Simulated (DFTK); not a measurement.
Runs of DFTK 0.8.2 on Ge. It takes space group Fd-3m (No. 227, cubic). Conventional cell: a = 5.658 Å, b = 5.658 Å, c = 5.658 Å, α = 90.00°, β = 90.00°, γ = 90.00°. Around Ge (site symmetry -43m) lie 4 Ge at 2.45 Å. 

```tsv
task	level	potentials or basis	k mesh	cutoff (eV)	valence electrons	mesh quality	gap on the mesh (eV)	pressure (GPa)
single point	PBE	dojo.nc.sr.pbe.v0_4_1.standard.upf (PBE)	8 × 8 × 8	1061	Ge 14	not flagged	none	3.7
band structure	BJ06	cp2k.nc.sr.pbe.v0_1.semicore.gth (PBE, GTH)	8 × 8 × 8	789	Ge 4	not flagged	0.66	-
band structure	PBE	cp2k.nc.sr.pbe.v0_1.largecore.gth (PBE, GTH)	8 × 8 × 8	599	Ge 4	not flagged	(a)	(b)
band structure	LDA	cp2k.nc.sr.lda.v0_1.largecore.gth (LDA, GTH)	8 × 8 × 8	544	Ge 4	not flagged	none	-3.0
single point	PBEsol	dojo.nc.sr.pbesol.v0_4_1.standard.upf (PBEsol)	8 × 8 × 8	1061	Ge 14	not flagged	none	0.6
```

Alike in all rows: no spin polarisation; cell as given; smearing fermi-dirac 0.05 eV.

Problem. Estimate the missing entries.

Solution. (a) 0.07; (b) 3.4.

Caveats: this crystal is a semiconductor, whose small gap the functional closes, so the metal is an error of the method (some runs); GTH potentials come without recommended cutoffs, and this one wasn't checked for convergence (some runs); the program leaves the constant c of mgga_x_tb09 at 1, so the potential is Becke-Johnson's (BJ06) and not Tran and Blaha's, with levels but no total energy (some runs); the program warned that the kinetic-energy density falls under its von Weizsäcker bound, which can give unphysical results (some runs); the potentials were made for another functional, which shifts forces and pressure (some runs).

A k mesh can miss the band edges, and the runs leave out spin-orbit coupling on Ge.

A gap of «none» marks a metal or a gap under the smearing width.

Not every run made on this cell is shown here.
